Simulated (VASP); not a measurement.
**CdSe: relaxation of cell and atoms with PBEsol**

CdSe:

```
Cd Se
1.0
     0.00000    2.81997    2.81997
     2.81997    0.00000    2.81997
     2.81997    2.81997    0.00000
Cd Se
1 1
Direct
  0.00000 0.00000 0.00000
  0.50000 0.50000 0.50000
```

Measurements of this composition are mostly on another form, of space group No. 186.

```json
{
  "Program": "VASP 6.6.1",
  "Task": "relaxation of cell and atoms",
  "Functional": "PBEsol",
  "Potentials or basis": "VASP PAW PBE potentials, release 64 (Cd, Se)",
  "Cutoff": "520 eV",
  "k mesh": "8 × 8 × 8",
  "Occupations": "gaussian, width 0.1 eV",
  "Spin": "no spin polarisation",
  "Target pressure": "0.0001 GPa",
  "Further INCAR settings": "ALGO = Normal; EDIFF = 1e-07; IBRION = 2; EDIFFG = -0.002; NSW = 80; ISIF = 3"
}
```

| Quantity | Value |
| --- | --- |
| Pressure after relaxing | 0.0 GPa |
| Band gap on the k mesh | none (metal or under the smearing width) |

Final structure:
```
Cd Se
1.0
     0.00000    2.81997    2.81997
     2.81997    0.00000    2.81997
     2.81997    2.81997    0.00000
Cd Se
1 1
Cartesian
  0.0000 0.0000 0.0000
  2.8200 2.8200 2.8200
```

Levels at points of the mesh, in eV from the Fermi level:
| k point | band 5 | band 6 | band 7 | band 8 | band 9 | band 10 | band 11 | band 12 | band 13 |
| --- | --- | --- | --- | --- | --- | --- | --- | --- | --- |
| (0.00, 0.00, 0.00) | -8.07 | -8.07 | -0.78 | -0.78 | -0.78 | 0.11 | 8.54 | 8.54 | 8.54 |
| (0.50, 0.00, 0.00) | -7.90 | -7.90 | -5.35 | -0.11 | -0.11 | 2.77 | 5.08 | 5.08 | 6.22 |
| (0.50, 0.50, 0.00) | -7.84 | -7.27 | -4.58 | -2.37 | -2.37 | -0.64 | 5.19 | 9.93 | 10.54 |

It took 8.3 s on 1 thread of Intel(R) Xeon(R) 6975P-C (Granite Rapids), on a shared host, peak memory 0.17 GiB.

Caveat: the relaxation stopped at its first step, so nothing moved; the cell is relaxed towards a set pressure, so the enthalpy falls and the energy may rise; the PAW data sets were made with another functional, which shifts forces and pressure a little.
